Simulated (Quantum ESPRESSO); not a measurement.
# HfN: zone-centre phonons under several settings

```
CELL_PARAMETERS angstrom
0.00000 2.25600 2.25600
2.25600 0.00000 2.25600
2.25600 2.25600 0.00000
ATOMIC_POSITIONS crystal
Hf 0.00000 0.00000 0.00000
N 0.50000 0.50000 0.50000
```

All runs used Quantum ESPRESSO 7.5; k mesh 8 × 8 × 8; relaxed cell; no spin polarisation; cutoff 1143 eV; occupations cold, width 0.2 eV.

```csv
level,potentials,volume (Å³/atom),lowest optical mode without the field (cm⁻¹)
LDA,PseudoDojo 0.4.1 SR LDA standard,?,?
PBE,PseudoDojo 0.4.1 SR PBE standard,11.74,481
PBEsol,PseudoDojo 0.4.1 SR PBEsol standard,11.38,503
AM05,PseudoDojo 0.4.1 SR PBE standard,11.40,501
BLYP,PseudoDojo 0.4.1 SR PBE standard,12.10,452
PW91,PseudoDojo 0.4.1 SR PBE standard,11.73,481
vdW-DF-cx,PseudoDojo 0.4.1 SR PBE standard,11.47,503
```

Task: What stands in the row left open?

Result: Volume 11.00 Å³/atom; lowest optical mode without the field 526 cm⁻¹.

Caveats: the mesh is thin for the phonons of a metal; the potentials were made for another functional, which shifts forces and pressure (some runs); before the sum rule the acoustic modes lie tens of cm⁻¹ from zero, a sign that the density grid also shifts the optical modes (some runs).

For the row left open. Caveat: the mesh is thin for the phonons of a metal.
